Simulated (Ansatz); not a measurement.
**Convergence of H with the k-point mesh**

Computed with DFT PBE, scalar-relativistic, plane waves, PAW (Ansatz).

```xyz
4
Lattice="1.6658 -2.7470 -0.0052 1.6113 2.7141 0.0007 -0.0087 0.0069 6.2934" Properties=species:S:1:pos:R:3 pbc="T T T"
H     1.6124   -0.4069    6.2765
H     1.5895    0.3129    0.0422
H     1.5698    0.4169    3.1504
H     1.6092   -0.4828    3.1787
```

```json
{
  "plane-wave cutoff": "420 eV",
  "occupation rule": "Gaussian smearing, 0.02 eV",
  "spin treatment": "unpolarised"
}
```

The atoms are held and the k-point mesh is swept. Energies are extrapolated to zero smearing and count from the reference run, 8×8×4. The cell was strained and its atoms displaced at random, so that forces don't vanish. The meshes are Γ-centred. Pressure is positive in compression.

Question: Tried: 1×1×1, 2×2×1, 4×4×2, 6×6×4, 8×8×4. From which k-point mesh on does the energy per atom stay within 100, 10 and 1 meV of the reference?

Answer: 2×2×1 for 100 meV, 4×4×2 for 10 meV, 4×4×2 for 1 meV. The reference itself isn't shown to be converged. At 4×4×2, where the energy is within 10 meV, force components already agree to within 0.003 eV/Å, where the largest force is 3.312 eV/Å.

```csv
mesh,ΔE (meV/atom),P (GPa),largest change of a force component (eV/Å),gap on mesh (eV),irreducible points
1×1×1,-893,-15.14,2.627,10.703,1
2×2×1,44.8,-0.94,0.350,6.849,4
4×4×2,0.18,-2.03,0.003,6.908,20
6×6×4,0.00,-2.04,0.000,6.908,76
8×8×4,0.00,-2.04,0.000,6.908,132
```